In bcc tantalum the lowest valence level starts out as a smooth s-like wave and ends as a d level. It lies 7.8 eV below the Fermi energy at the centre of the zone, climbs along one parabola in three different directions, and then falls far behind that parabola. Where it ends up depends on how the d orbitals of neighbouring atoms are phased, and this also decides whether three levels or two lie below the Fermi energy near the zone's corners.

Kohn–Sham levels of bcc Ta at a fixed geometry, computed with GPAW 26.7.0 using the PBE functional, PAW data sets (gpaw-data 1.2.1) and a 600 eV plane-wave cutoff, without spin polarisation or spin–orbit coupling. The k mesh is 11×11×11, with Gaussian smearing of width 0.021 eV; energies are counted from the Fermi energy.

```tsv
point a (reciprocal cell vector)	point b (reciprocal cell vector)	point c (reciprocal cell vector)	level point (row)	level under 4 (eV)	level under 3 (eV)	level under 2 (eV)	level under 1 (eV)	level over 1 (eV)	level over 2 (eV)
0.0000	0.0000	0.0000	1	-33.06	-33.06	-33.06	-7.833	0.779	0.779
0.1818	0.0000	0.0000	2	-33.17	-33.06	-6.49	-0.021	0.312	2.181
0.1818	0.1818	-0.1818	3	-33.49	-33.29	-33.29	-5.256	0.685	0.788
0.2727	-0.0909	-0.0909	4	-33.13	-5.88	-0.33	-0.328	3.290	3.805
0.2727	0.2727	-0.2727	5	-33.52	-33.52	-3.23	-1.387	1.568	1.568
0.2727	0.2727	0.2727	6	-33.48	-1.66	-1.02	-1.017	5.048	5.048
0.4545	0.4545	0.4545	7	-33.89	-33.76	-3.41	-3.406	3.738	5.923
```

Each row is one electron wave vector, numbered by its level point, with energies counted from the Fermi energy. The columns rank levels by their distance from that energy, so a column is not a band. At level point 1, the zone centre, "level under 1" is the bottom of the valence band; at level point 2 the same column holds a level at -0.02 eV, because a d level has come down to the Fermi energy and taken first place. To follow the bottom of the valence band, one takes at each point the lowest level above the group near -33 eV, which is the 5p shell. The empty stretch between the two belongs to the calculation and not to the metal, whose 4f levels lie there but are held frozen in the core.

At the centre every atom carries the same phase, and the lowest valence state is a smooth s-like wave. Give it a small wave vector $k$ and its energy must change as $k^2$. In a cubic crystal the factor in front of $k^2$ is the same in all directions for a single level like this one. The simplest model is therefore

$$E(k)=E(0)+c\,\frac{\hbar^2k^2}{2m},$$

where $m$ is the electron mass and $c=1$ would be a truly free electron.

Level point 3 shows the size of the effect. The three coordinates $a$, $b$, $c$ of a point refer to the slanted reciprocal vectors of the primitive cell; the cubic components are $b+c$, $a+c$ and $a+b$ in units of $2\pi/a_0$, where $a_0$ is the cubic cell edge. For this point they are 0, 0 and 0.364, so it lies on the line from the centre to the corner called H. Two atoms of 18.01 Å³ each give $a_0=(36.02)^{1/3}=3.30$ Å, hence $k=0.364\times2\pi/3.30=0.69$ Å⁻¹.

With $\hbar^2/2m=3.81$ eV Å², a free electron would gain $3.81\times0.69^2\approx1.8$ eV. The computed level gains 2.6 eV, about 1.4 times as much. Level points 2 and 4, which lie in two other directions, give nearly the same ratio. A single factor $c=1.43$, fitted to the centre and these three points, reproduces their rises to within 0.05 eV; the worked point was thus part of the fit.

Why should an electron in a crystal gain energy faster than a free one? A small wave vector mixes the s-like state with p-like states, and levels that mix push each other apart. The p states above push it down and make the curve flatter, while the p shells below, 5p and deeper, push it up and make the curve steeper. A factor above one means, by this standard argument, that the shells below win. Spin-orbit coupling, which is left out here, would split the 5p levels by roughly 10 eV, but both parts would still lie below the valence band and push the same way.

The d states do not enter at this order, because a small wave vector couples an s state only to p states. That is why the parabola holds so well at first although d levels lie less than nine electronvolts higher. It can't hold for long. The d levels stay within several electronvolts of the Fermi energy, whereas the parabola goes on rising, so sooner or later it must run into them. Beyond that meeting the lowest level should be mainly a d level, with some s-like character left where symmetry lets the two mix.

Level point 5, farther along the same line towards H, catches the change under way. The fitted parabola, which did not include this point, puts the level 1.2 eV too high. On this line the s-like state has the same symmetry as one of the d orbitals, so the two mix instead of crossing, and the lower mixture is held down. A second level, at -1.4 eV, has meanwhile appeared below the Fermi energy; symmetry suggests that it is another d state on its way down to H.

What the d levels do farther out follows from the geometry of the lattice. Each atom has eight near neighbours along the body diagonals and six second neighbours, slightly farther away, along the cube axes. Three of the five d orbitals, called t2g, have lobes between the cube axes and can combine to point at the near neighbours. The other two, called eg, point along the axes at the second neighbours. The level of an orbital that points at a neighbour is lowered when the two are in phase and raised when they are out of phase; for orbitals that meet that neighbour side by side, the effect is mostly the opposite.

The wave vector sets these phases. With $k_x$, $k_y$, $k_z$ in units of $2\pi/a_0$, the mean phase factor of the eight near neighbours is $\cos\pi k_x\cos\pi k_y\cos\pi k_z$, and that of the six second neighbours is the average of $\cos2\pi k_x$, $\cos2\pi k_y$ and $\cos2\pi k_z$. A value of 1 means fully in phase and -1 fully out of phase. Two corners of the zone are clean limiting cases: H, at (0, 0, 1), and P, at (½, ½, ½).

At H the near neighbours are all out of phase and the second neighbours all in phase. The first raises the t2g orbitals and the second lowers the eg orbitals, so both shells of neighbours put the two eg levels at the bottom. Level point 7 lies close to H and shows this grouping: a pair at -3.4 eV, and then nothing for 7.1 eV. The point is not H itself, and the levels above the gap are already spread over more than 2 eV.

At P the contributions of the near neighbours cancel, and the second neighbours are all out of phase. Now the eg orbitals, which point at those second neighbours, are pushed up, and the three t2g orbitals are left at the bottom. Level point 6, just past P, has three levels between -1.7 and -1.0 eV and a pair at 5.0 eV. The phases explain the order but not the whole distance: near P the t2g orbitals can also mix with p states. Those above push them down and the 5p shell below pushes them up, by amounts that these energies alone do not reveal.

The same reasoning suggests why the lowest level lies deeper near H than near P, although the point near H is farther from the zone centre. Near H both shells of neighbours help the eg pair, while near P only the more distant shell acts directly on the order of the d levels. A parabola knows nothing of this and would place the level at both points well above the Fermi energy. The table shows the energies and how they group; that the lower three near P are t2g and the lower pair near H is eg is inferred from symmetry and phases.

A good fit near the centre is no proof of the free-electron picture. A model in which an s electron hops between near neighbours also starts as $k^2$. Fitted to the same four points, it does somewhat worse there but misses level point 5 by only 0.6 eV. Near H it puts the level about 4 eV too high, as expected of a model without d orbitals. Near P it errs the other way, by 1.6 eV, and adding d orbitals to the fitted model would not cure that: mixing with them could only push the lowest level further down. There the s-like state itself must lie higher than the fitted hopping puts it. The printed output after this text gives the quality of both fits and their misses at the three outer points.

The finest detail of the table is also its least certain. The level at -0.02 eV at level point 2 is only about one smearing width below the Fermi energy. It is therefore not completely filled, and a small shift of either energy, for instance with a denser mesh, could put it on the other side. Spin-orbit coupling would shift and split d levels by some tenths of an electronvolt, enough to matter for levels this close. It would not undo the groupings near P and H, where the gaps are more than ten times as wide.

For another point in this zone, the first thing to work out is its distance from the nearest zone centre. Up to about 0.36 in units of $2\pi/a_0$, the range of the fit, the parabola gives the lowest valence level. Near the corners the two phase factors take over, and they tell which d orbitals lie at the bottom.

Output of the analysis:

```
Lowest valence level and phases:
     row  k from nearest centre (2pi/a)  lowest valence level (eV)  rise (eV)  free-electron rise (eV)  ratio of rises (centre: undefined)  valence levels under EF  near phase  second phase
     0.0                              0                     -7.833          0                        0                                   0                        1           1             1
  0.1818                         0.2571                      -6.49      1.343                   0.9116                               1.473                        2      0.7078        0.6103
  0.1818                         0.3636                     -5.256      2.577                    1.823                               1.413                        1      0.4155        0.4484
  0.2727                         0.3149                      -5.88      1.953                    1.367                               1.428                        3      0.5954        0.4155
  0.2727                         0.5454                      -3.23      4.603                    4.102                               1.122                        2     -0.1421        0.3468
  0.2727                         0.8431                      -1.66      6.173                    9.802                              0.6298                        3   -0.002872       -0.9596
  0.4545                         0.9181                      -3.41      4.423                    11.62                              0.3805                        2     -0.8831        0.8409
fit of rise on 4 rows (idx <= 4): coefficient of kin 1.426 +/- 0.011; rms 0.0244, worst 0.1818 -0.0428, leave-one-out rms 0.0361
  rows outside the fit (model, value, miss): 0.2727 5.851, 4.603, 1.25; 0.2727 13.98, 6.173, 7.81; 0.4545 16.58, 4.423, 12.2
fit of rise on 4 rows (idx <= 4): coefficient of swing 4.552 +/- 0.11; rms 0.0699, worst 0.2727 -0.111, leave-one-out rms 0.126
  rows outside the fit (model, value, miss): 0.2727 5.199, 4.603, 0.596; 0.2727 4.565, 6.173, -1.61; 0.4545 8.572, 4.423, 4.15
Effective mass from the parabola (electron masses): 0.7011
Free electron without fit, rms miss at points 2 to 4 (eV): 0.6048
Parabola too high at point 5 by (eV): 1.248
Near P, upper pair above top of lower three (eV): 6.065
Near P, split within the lower three (eV): 0.643
Near H, next level above the lower pair (eV): 7.144
Near H, spacing of the two listed upper levels (eV): 2.185
Point 5, spacing of the two levels under EF (eV): 1.843
```
